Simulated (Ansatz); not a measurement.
Steps from a short run of molecular dynamics on a 2×2×2 supercell (16 atoms) of GaP (CsCl type), relaxed with r2SCAN; forces from r2SCAN in the PAW code Ansatz, 2×2×2 mesh, Fermi-Dirac smearing of 0.020 eV, a Langevin thermostat at fixed volume, set at 200 K. Spin polarisation is off, nuclei are classical, and the run is far too short for thermal averages. The structure comes from a prototype and may be hypothetical.

Cell vectors in Å:
```
6.3729 0.0000 0.0000
0.0000 6.3729 0.0000
0.0000 0.0000 6.3729
```

Q: At 45 fs the positions in Å are
```
Ga  -0.074   0.053   0.089
P    1.559   1.572   1.597
Ga  -0.016  -0.057   3.124
P    1.512   1.725   4.796
Ga   0.018   3.143   0.039
P    1.540   4.785   1.605
Ga  -0.006   3.250   3.236
P    1.556   4.897   5.006
Ga   3.252  -0.106  -0.078
P    4.745   1.525   1.661
Ga   3.157   0.051   3.226
P    4.757   1.358   4.792
Ga   3.146   3.255  -0.035
P    4.879   4.808   1.364
Ga   3.210   3.183   3.249
P    4.759   4.731   4.732
```
What are the forces, and how far does the free energy (smearing included) lie above that of step 0, with the atoms on their sites?

A: -11.0 meV an atom; forces in eV/Å:
```
Ga   0.427  -0.010  -0.471
P    0.008  -0.221  -0.349
Ga   0.018   0.039   0.371
P   -0.182   0.539  -0.118
Ga  -0.168   0.095  -0.058
P    0.345  -0.116   0.618
Ga   0.055  -0.109   0.042
P   -0.267   0.735   0.300
Ga  -0.197   0.281   0.289
P   -0.059   0.303   0.185
Ga  -0.238  -0.228  -0.229
P    0.189  -0.415   0.555
Ga   0.100  -0.341   0.097
P   -0.150  -0.032  -0.510
Ga  -0.038   0.177  -0.103
P    0.156  -0.697  -0.620
```
